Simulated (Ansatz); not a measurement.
**KMgF3: a short molecular-dynamics run**

Aim: set KMgF3 (a distorted structure, 5 atoms, not relaxed) in motion for 40 steps of 1 fs under a Langevin thermostat at 300 K, and see how temperature, energy and positions respond.

All numbers below are computed with Ansatz 0.2.0 (DFT PBE, plane waves, PAW, scalar-relativistic, no spin polarisation).

### 1 The starting structure

The cell holds 5 atoms (F3KMg): a = 3.967 Å, b = 4.184 Å, c = 3.858 Å, α = 89.80°, β = 89.50°, γ = 92.04°.

As a file:

```xyz
5
Lattice="3.9662 -0.0724 0.0172 -0.0724 4.1838 0.0072 0.0172 0.0072 3.8576" Properties=species:S:1:pos:R:3 pbc="T T T"
K     2.0475    2.0045    1.9983
Mg   -0.0107    4.1077    0.1018
F     1.8419    4.0711    3.8362
F     0.0061    2.0774    0.0202
F     3.9090   -0.0310    1.8400
```

### 2 Molecular dynamics

Contents of input.yaml:

```yaml
crystal:
  lattice:
    - [3.966245, -0.072361, 0.017221]
    - [-0.072361, 4.183829, 0.007211]
    - [0.017221, 0.007211, 3.857592]
  atoms:
    - { symbol: K, position: [0.522876, 0.487269, 0.514763] }
    - { symbol: Mg, position: [0.015104, 0.982019, 0.024495] }
    - { symbol: F, position: [0.477969, 0.979623, 0.990491] }
    - { symbol: F, position: [0.010588, 0.496708, 0.004262] }
    - { symbol: F, position: [0.983684, 0.008781, 0.472562] }
kpoints:
  mp_grid: { grid: [4, 4, 4] }
magnetization:
  spin_polarized: false
scf:
  occupations: { method: gaussian, width: 0.1 }
hamiltonian:
  pseudopotentials: { kind: paw }
  xc: pbe
basis:
  ecutwfc: 420
md:
  timestep: 1.0
  n_steps: 40
  ensemble: nvt_langevin
  temperature: 300.0
  initial_velocities: maxwell_boltzmann
  seed: 688271
```

Started as:

```sh
$ ansatz run input.yaml --threads 2 --pin off --max-ram 2560MiB --backend cpu --events-out ev --progress --plain --runs-dir out
```

Before running it: what results should come out? Wanted: temperature, first and last step; temperature, second half; potential energy, second half; mean square displacement, second half.

The runs gave:

| quantity | value |
| --- | --- |
| length | 40 steps of 1 fs |
| temperature, first and last step | 240 and 318 K |
| temperature, second half | mean 385 K, from 223 to 716 K |
| potential energy, second half | -21 meV/atom from the start |
| mean square displacement, second half | Mg 0.056, F 0.030, K 0.008 Å² |

**Reading.** Against a set 300 K the second half averages 385 K, going from 716 to 318 K over that half; the potential energy of that half lies 21 meV/atom under the start, so the atoms have moved to lower-lying arrangements, and the energy set free heats the cell. No atom gets farther than 0.26 Å from its start, with the drift of the whole removed, against a typical distance of 1.8 Å between sites at the start. Averages from a run of 40 fs with 5 atoms are rough.
